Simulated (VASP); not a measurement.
Input of a VASP 6.6.1 run:

Contents of INCAR:

```
SYSTEM = Sc
PREC = Accurate
ENCUT = 520
EDIFF = 1E-6
ISMEAR = 0
SIGMA = 0.15
LREAL = .FALSE.
LASPH = .TRUE.
NELM = 100
ALGO = Fast
ISIF = 2
LWAVE = .FALSE.
LCHARG = .FALSE.
GGA = PS
NBANDS = 12
```

The input KPOINTS:

```
regular mesh
0
G
  20 20 20
  0 0 0
```

File POSCAR:

```
Sc
1.0
    0.0000000000      2.2705000000      2.2705000000
    2.2705000000      0.0000000000      2.2705000000
    2.2705000000      2.2705000000      0.0000000000
Sc
1
Direct
    0.0000000000      0.0000000000      0.0000000000
```

Potentials or basis: VASP PAW PBE potentials, release 64 (Sc_sv).

Command:

```bash
$ cat potpaw_PBE.64/Sc_sv/POTCAR > POTCAR
$ mpirun -np 1 vasp_std > vasp.out
```

**Question.** What does it give for the pressure?

**Answer.** 0.4 GPa.

**Question.** Predict the band gap on the k mesh.

**Answer.** None (metal or under the smearing width).

Caveat: the PAW data sets were made with another functional, which shifts forces and pressure a little.
